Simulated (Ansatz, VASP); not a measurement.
CsH in VASP and in Ansatz

File INCAR:

```
ALGO     = Normal         # electronic algorithm
EDIFF    = 1E-6           # SCF threshold, eV
ENCUT    = 520            # plane-wave cutoff, eV
GGA      = CA             # functional
ISIF     = 2              # what is computed and relaxed
ISMEAR   = 0              # smearing method
LASPH    = T              # aspherical terms in the spheres
LCHARG   = F              # write CHGCAR
LREAL    = F              # projectors in reciprocal space
LWAVE    = F              # write WAVECAR
NBANDS   = 12             # bands
NELM     = 100            # most SCF steps
PREC     = Accurate       # precision mode
SIGMA    = 0.05           # smearing width, eV
```

The input KPOINTS:

```
k-points
0
Gamma
  8 8 8
```

POSCAR

```
CsH
1.0
    3.8209433836      0.0992452827      0.0992452827
    0.0992452827      3.8209433836      0.0992452827
    0.0992452827      0.0992452827      3.8209433836
Cs H
1 1
Direct
    0.0000000000      0.0000000000      0.0000000000
    0.5000000000      0.5000000000      0.5000000000
```

Input for Ansatz:

```yaml
crystal:
  lattice:
    - [3.8209433836, 0.0992452827, 0.0992452827]
    - [0.0992452827, 3.8209433836, 0.0992452827]
    - [0.0992452827, 0.0992452827, 3.8209433836]
  atoms:
    - { symbol: Cs, position: [0.0, 0.0, 0.0] }
    - { symbol: H, position: [0.5, 0.5, 0.5] }
basis:
  ecutwfc: 420
kpoints:
  mp_grid: { grid: [8, 8, 8] }
hamiltonian:
  xc: lda
scf:
  occupations: { method: gaussian, width: 0.05 }
output:
  forces: true
  stress: true
  eigenvalues: true
```

Alike in both runs: task single point; functional LDA; k mesh 8 × 8 × 8; occupations gaussian, width 0.05 eV; no spin polarisation.

```csv
,VASP,Ansatz
version,VASP 6.6.1,Ansatz 0.2.0
potentials or method,"VASP PAW LDA potentials, release 64 (Cs_sv, H)","scalar-relativistic, plane waves, PAW"
plane-wave cutoff (eV),520,420
valence electrons in the cell,10,10
```

|  | VASP | Ansatz | Ansatz less VASP |
| --- | --- | --- | --- |
| gap on the k mesh at the Fermi level (eV) | 2.16 | 2.20 | +0.048 |
| least direct gap on the mesh (eV) | 2.16 | 2.20 | +0.048 |
| pressure (GPa) | -1.8 | -1.8 | -0.05 |
| largest component of the traceless stress (GPa) | 0.17 | 0.16 | -0.006 |

Caveats: spin-orbit coupling is left out, which moves the levels of the heavy elements. Expect the measured gap to be larger: semilocal functionals such as LDA lack the derivative discontinuity. A k mesh can miss the band edges.
